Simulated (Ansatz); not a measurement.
The parent structure is ZnTe in the zinc blende structure (space group F-43m, No. 216).

```
CELL_PARAMETERS angstrom
      0.00000     3.05670     3.05670
      3.05670     0.00000     3.05670
      3.05670     3.05670     0.00000
ATOMIC_POSITIONS crystal
  Te 0.75000 0.75000 0.75000
  Zn 0.00000 0.00000 0.00000
```

Cartesian axes are those of the cell as printed.

Computed with plane-wave PAW DFT at the r2SCAN level (Ansatz, a quantum-chemistry and plane-wave program, 500 eV), no SOC.

One thing is altered: tensor shear ε_xy = −3.02 % (engineering shear γ = -0.0604); the atoms relax in the strained cell.

Task: Predict the stress tensor and what it implies for the stiffness.

Result: Stress of the strained cell less that of the base (GPa, compression positive):
```
   0.10    2.05    0.00
   2.05    0.10    0.00
   0.00    0.00   -0.02
```

Then −Δσ/γ with γ = 2ε = -0.0604 gives secant stiffness values (nonlinear terms included at this strain): C66 ≈ 34 GPa.

As a check, the harmonic strain energy −½ V₀ Δσ:ε is 11 meV/atom; the computed energy rise is 11 meV/atom.

No phonon test of stability was made.
